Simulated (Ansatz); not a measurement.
Input of an Ansatz 0.2.0 run:

input.yaml

```yaml
crystal:
  lattice:
    - [4.1328681392, 0.0, 0.0]
    - [-2.0664340696, 3.5791687991, 0.0]
    - [0.0, 0.0, 5.008752]
  atoms:
    - { symbol: Ge, position: [0.3333333333, 0.6666666667, 0.75] }
    - { symbol: Ge, position: [0.6666666667, 0.3333333333, 0.25] }
    - { symbol: Fe, position: [0.3333333333, 0.6666666667, 0.25], spin: 3.0 }
    - { symbol: Fe, position: [0.6666666667, 0.3333333333, 0.75], spin: 3.0 }
    - { symbol: Fe, position: [0.0, 0.0, 0.5], spin: 3.0 }
    - { symbol: Fe, position: [0.0, 0.0, 0.0], spin: 3.0 }
hamiltonian:
  xc: pbesol
  pseudopotentials: { kind: paw }
magnetization:
  spin_polarized: true
kpoints:
  mp_grid: { grid: [8, 8, 6] }
scf:
  occupations: { method: fermi_dirac, width: 0.05 }
output:
  forces: true
  stress: true
  eigenvalues: true
relax:
  f_tol: 0.01
  max_steps: 40
  cell: { stress_tol: 0.05 }
```

Potentials or basis: Ansatz PAW.

The run is started by

```bash
$ ansatz run input.yaml --threads 2 --pin off --max-ram 5632MiB --backend cpu --events-out ev --progress --plain --runs-dir out
```

**Question.** Predict the relaxed volume.

**Answer.** 11.66 Å³/atom.

**Question.** Predict the relaxed cell.

**Answer.** a = 4.056 Å, b = 4.056 Å, c = 4.911 Å, α = 90.00°, β = 90.00°, γ = 120.00°.

**Question.** Predict the site moments.

**Answer.** Ge -0.05; Fe +1.28, +2.25 μB.

**Question.** What does it give for the space group after relaxing (to 0.05 Å)?

**Answer.** P6_3/mmc (No. 194).

Final structure:
```xyz
6
Lattice="4.0564 0.0000 0.0000 -2.0282 3.5129 0.0000 0.0000 0.0000 4.9109" Properties=species:S:1:pos:R:3 pbc="T T T"
Ge    0.0000    2.3419    3.6832
Ge    2.0282    1.1710    1.2277
Fe    0.0000    2.3419    1.2277
Fe    2.0282    1.1710    3.6832
Fe    0.0000    0.0000    2.4555
Fe    0.0000    0.0000    0.0000
```

Caveat: the PAW data sets come from PBE, with cores solved anew for the run's functional, which leaves a small shift of forces and pressure.
